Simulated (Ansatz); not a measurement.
# Levels of theory for BeTe (h-MgO type)

All numbers come from Ansatz 0.2.0. All values are calculated for a non-magnetic cell, which may be hypothetical.

Structure: BeTe built on the h-MgO prototype (no longer in that coordination), at its r2SCAN minimum. Space group P6_3/mmc (No. 194), hexagonal; conventional cell a = 4.031 Å, c = 8.144 Å, 28.65 Å³ an atom. Around Be lie 3 Te at 2.33 Å; around Te lie 3 Be at 2.33 Å.

```
CELL_PARAMETERS angstrom
4.03085 0.00000 0.00000
-2.01543 3.49082 0.00000
0.00000 0.00000 8.14404
ATOMIC_POSITIONS crystal
Be 0.33333 0.66667 0.25000
Be 0.66667 0.33333 0.75000
Te 0.66667 0.33333 0.25000
Te 0.33333 0.66667 0.75000
```

Relaxed lattice by functional, symmetry kept:
```
functional  k mesh  a (Å)  c (Å)  volume (Å³/atom)
       PBE   6×6×6  4.033  8.757             30.84
    r2SCAN   6×6×4  4.031  8.144             28.65
    PBEsol   6×6×4  4.030  7.105             24.99
       LDA   6×6×4  3.996  6.991             24.17
```

On this one geometry the levels give:

| level | k mesh | gap (eV) | kind | edges | least direct gap (eV) | rough cost |
| --- | --- | --- | --- | --- | --- | --- |
| LDA | 12×12×4 | 2.45 | indirect | (0.229, 0.234, 0) → L–M (0.40) | 2.68 | 18 core-seconds |
| PBE | 12×12×4 | 2.55 | indirect | K–Γ (0.30) → L–M (0.40) | 2.77 | 21 core-seconds |
| PBE+SOC | 12×12×4 | 2.55 | indirect | (0.229, 0.234, 0) → L–M (0.40) | 2.75 | 100 core-seconds |
| r2SCAN | 12×12×4 | 3.01 | indirect | (0.229, 0.234, 0) → L–M (0.40) | 3.23 | 30 core-seconds |
| HSE06 | 6×6×2 | 3.35 | indirect | (0.229, 0.234, 0) → L–M (0.40) | 3.58 | 6 core-minutes |
| DDH-PBE0 | 6×6×2 | 3.54 | indirect | (0.229, 0.234, 0) → L–M (0.40) | 3.77 | 8 core-minutes |
| PBE0 | 6×6×2 | 4.02 | indirect | (0.229, 0.234, 0) → L–M (0.40) | 4.26 | 6 core-minutes |
| G0W0@PBE (342 empty bands, 120 eV, 6×6×2) | 6×6×2 | 3.61 | – | (1/6, 1/3, 0) → H (mesh) | – | 13 core-minutes |

PBE: smearing of 0.02 eV; the others have fixed occupations.
Wave cutoffs: 420 eV, 500 eV (r2SCAN).
Points off the special ones are mesh points or PBE's searched band edges, reused at the other levels.
The G0W0 gap is PBE's gap over the path plus the quasiparticle shift read on the mesh. The G0W0 figures hold for the stated bands, cutoff and mesh and aren't extrapolated.
Costs come from shared machines and give only the order; PBE's includes the band path. The runs had 2 threads of AMD EPYC (Zen 3), with other jobs on the host.

HSE06 gives an indirect gap of 3.35 eV, from k = (0.229, 0.234, 0) to L–M (0.40 of the way from L); the least direct gap is 3.58 eV at L–M (0.50 of the way from L). Spin-orbit coupling changes the PBE gap by -0.01 eV, to 2.55 eV.

Taking G0W0@PBE (342 empty bands, 120 eV, 6×6×2), PBE's least gap plus the shift on the mesh, where the gap is 3.79 eV, 3.61 eV, as the yardstick (a computed one, not at the basis limit), DDH-PBE0 comes nearest, -0.07 eV off, at about 16 times r2SCAN's rough cost; G0W0 itself took about 25 times r2SCAN's rough cost. The others: HSE06 -0.26, PBE0 +0.41, r2SCAN -0.60, PBE -1.06, LDA -1.16 eV. The yardstick's own error is a tenth of an eV or more. r2SCAN covers 58 % of the step from PBE to HSE06, while HSE06 needs about 12 times r2SCAN's rough cost (on a coarser mesh). For gaps to 0.1 eV, spin-orbit coupling (up to 0.02 eV here) can be left out. All these functionals give a gap of the same kind, indirect.

r2SCAN (ground state on 6×6×4): ε∞: 5.97 along x and y, 4.17 along z. Born charges, averaged over directions: Be +1.55, Te -1.55 e. PBE (ground state on 6×6×4): ε∞: 6.56 along x and y, 4.60 along z. Born charges, averaged over directions: Be +1.54, Te -1.54 e.

Only the levels marked +SOC include spin-orbit coupling.

Coordinates of k points refer to the reciprocal vectors of the primitive cell of the runs.

The meshes of the hybrids are coarse, so their gaps aren't converged to the digits shown.

PBE's least gap lies off this mesh and is smaller, so the gaps on the mesh aren't the band edges.
